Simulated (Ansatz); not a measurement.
Theory: Ansatz 0.2.0, DFT PBE, scalar-relativistic, plane waves, PAW. Settings: cutoff 420 eV, Γ-centred meshes spaced at most about 0.3 Å⁻¹, and about 0.25 Å⁻¹ or finer for metals (2π included), Gaussian smearing. No spin polarisation.

Temperature and zero-point effects are left out.

Question: Order these relaxed structures of SiNi₂ by energy, lowest first, with the energy over the lowest of them.
A.

```cif
data_structure
_symmetry_space_group_name_H-M 'P6_3/mmc'
_symmetry_Int_Tables_number 194
_cell_length_a 3.9119
_cell_length_b 3.9119
_cell_length_c 4.9915
_cell_angle_alpha 90.000
_cell_angle_beta 90.000
_cell_angle_gamma 120.000
_cell_volume 66.15
loop_
_atom_site_label
_atom_site_type_symbol
_atom_site_symmetry_multiplicity
_atom_site_Wyckoff_symbol
_atom_site_fract_x
_atom_site_fract_y
_atom_site_fract_z
_atom_site_occupancy
Si1 Si 2 d 0.33333 0.66667 0.75000 1
Ni1 Ni 2 a 0.00000 0.00000 0.00000 1
Ni2 Ni 2 c 0.33333 0.66667 0.25000 1
```

B.

```cif
data_structure
_symmetry_space_group_name_H-M 'Pnma'
_symmetry_Int_Tables_number 62
_cell_length_a 5.0213
_cell_length_b 3.7307
_cell_length_c 7.0759
_cell_angle_alpha 90.000
_cell_angle_beta 90.000
_cell_angle_gamma 90.000
_cell_volume 132.55
loop_
_atom_site_label
_atom_site_type_symbol
_atom_site_symmetry_multiplicity
_atom_site_Wyckoff_symbol
_atom_site_fract_x
_atom_site_fract_y
_atom_site_fract_z
_atom_site_occupancy
Si1 Si 4 c 0.28699 0.25000 0.61463 1
Ni1 Ni 4 c 0.45942 0.25000 0.29612 1
Ni2 Ni 4 c 0.33064 0.25000 0.93965 1
```

C.

```cif
data_structure
_symmetry_space_group_name_H-M 'Fm-3m'
_symmetry_Int_Tables_number 225
_cell_length_a 5.3184
_cell_length_b 5.3184
_cell_length_c 5.3184
_cell_angle_alpha 90.000
_cell_angle_beta 90.000
_cell_angle_gamma 90.000
_cell_volume 150.43
loop_
_atom_site_label
_atom_site_type_symbol
_atom_site_symmetry_multiplicity
_atom_site_Wyckoff_symbol
_atom_site_fract_x
_atom_site_fract_y
_atom_site_fract_z
_atom_site_occupancy
Si1 Si 4 b 0.50000 0.00000 0.00000 1
Ni1 Ni 8 c 0.25000 0.25000 0.75000 1
```

Answer: B (0 meV/atom), A (49 meV/atom), C (147 meV/atom). Forms: B Pnma; A Ni2In type, P6_3/mmc; C fluorite type, Fm-3m. Counting Si atoms around Ni (those within 1.25 times the shortest such distance or 1.15 times the sum of covalent radii, 1.27 where that leaves under three; a plus sign parts nearer from farther groups; a slash parts the counts of unlike sites): B has Ni 4+1/5; A has Ni 3+2/6; C has Ni 4. Origin: A, reached from a cell as deposited in COD; B, reached from a cell as deposited in COD, among other starts; C, invented. Shaken at random and relaxed again, A came back.

A magnetic state wasn't ruled out in cells without spin, among them Pnma, P6_3/mmc. Cells without such a test can be saddle points. Some structure types and database cells were kept out of the candidates from the start, so a known form may be missing.
